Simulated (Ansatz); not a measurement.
# SnO2: the cost of one run

Program: Ansatz 0.2.0. Level of theory: DFT LDA, scalar-relativistic, plane waves, PAW. These are calculated values, not measurements.

2 further runs of the same task are left out: 2 set aside as unsound or not needed. Runs told in other sessions of the task aren't counted.

## (1) The structure to begin with

The structure is tetragonal, space group P4_2/mnm (No. 136). Conventional cell: a = 4.723 Å, b = 4.723 Å, c = 3.190 Å, α = 90.00°, β = 90.00°, γ = 90.00°. Sn (site symmetry mmm) has 6 O at 2.04 to 2.05 Å in its first shell of neighbours. Around O (site symmetry m2m) lie 3 Sn at 2.04 to 2.05 Å.

Structure file:

```xyz
6
Lattice="4.7213 0.0000 0.0000 0.0000 4.7242 0.0000 0.0000 0.0000 3.1900" Properties=species:S:1:pos:R:3 pbc="T T T"
Sn    2.3606    2.3621    1.5950
Sn    0.0000    0.0000    0.0000
O     1.4427    1.4483    0.0000
O     3.8033    0.9138    1.5950
O     0.9180    3.8104    1.5950
O     3.2786    3.2759    0.0000
```

It goes back to an entry of the Materials Project, which need not be the stable form.

This cell was relaxed beforehand with the same method: volume 11.86 Å³/atom, gap on the mesh 1.16 eV.

## (2) Zero of energy

The reference gives a free energy of -13980.3628 eV, pressure -0.01 GPa, largest force 0.002 eV/Å and gap on the mesh 1.16 eV. It was computed beforehand with the settings of the runs below.

## (3) Harmonic modes of this cell

input.yaml reads:

```yaml
crystal:
  lattice:
    - [4.7212714761, 0.0, 0.0]
    - [0.0, 4.7242464798, 0.0]
    - [0.0, 0.0, 3.1900193999]
  atoms:
    - { symbol: Sn, position: [0.5, 0.5, 0.5] }
    - { symbol: Sn, position: [0.0, 0.0, 0.0] }
    - { symbol: O, position: [0.3055669685, 0.3065721192, 0.0] }
    - { symbol: O, position: [0.8055669685, 0.1934278808, 0.5] }
    - { symbol: O, position: [0.1944330315, 0.8065721192, 0.5] }
    - { symbol: O, position: [0.6944330315, 0.6934278808, 0.0] }
basis:
  ecutwfc: 420
kpoints:
  mp_grid: { grid: [6, 6, 8] }
hamiltonian:
  xc: lda
scf:
  occupations: { method: gaussian, width: 0.05 }
output:
  eigenvalues: true
phonons:
  method: fd
  supercell: [1, 1, 1]
  amplitude: 0.02
  eigenvectors: true
  dielectric: false
```

On the command line:

```console
$ ansatz run input.yaml --threads 2 --pin off --max-ram 5120MiB --backend cpu --events-out ev --progress --plain --runs-dir out
```

**Question.** How long does this run take on 2 threads of AMD EPYC 9R45 (Zen 5), shared host, and how much memory does it need?

About 33 s, with a peak of 0.65 GiB.
